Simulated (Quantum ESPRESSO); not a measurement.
## SiC: equation of state with PBEsol

SiC:

```
Si C
1.0
     3.07569    0.00000    0.00000
    -1.53785    2.66363    0.00000
     0.00000    0.00000   10.07065
Si C
4 4
Direct
  0.00000 0.00000 0.18789
  0.00000 0.00000 0.68789
  0.33333 0.66667 0.43784
  0.66667 0.33333 0.93784
  0.00000 0.00000 0.00046
  0.00000 0.00000 0.50046
  0.33333 0.66667 0.24980
  0.66667 0.33333 0.74980
```

The cell is a database's computed one.

```
Program             : Quantum ESPRESSO 7.5
Task                : equation of state
Functional          : PBEsol
Potentials or basis : GBRV 1.5 PBEsol
Cutoff              : 612 eV
Density cutoff      : 4898 eV
k mesh              : 10 × 10 × 3
Occupations         : fermi-dirac, width 0.05 eV
Spin                : no spin polarisation
```

| Quantity | Value |
| --- | --- |
| Equilibrium volume | 10.34 Å³/atom |
| Bulk modulus at fixed shape and positions | 222 GPa |
| Pressure derivative of the bulk modulus | 3.9 |

Energy against volume, from the lowest point:
```tsv
volume (Å³/atom)	energy (meV/atom)
9.694	30.63
9.900	13.62
10.107	3.63
10.313	0.00
10.519	2.14
10.726	9.53
10.932	21.65
```

All runs of the series together: 3.4 min on 1 thread of INTEL(R) XEON(R) PLATINUM 8581C CPU @ 2.10GHz (Emerald Rapids), on a shared host.

Caveat: the cell was scaled at fixed shape and fractional positions, which overstates the stiffness of a crystal with free parameters, most of all of layers and chains.
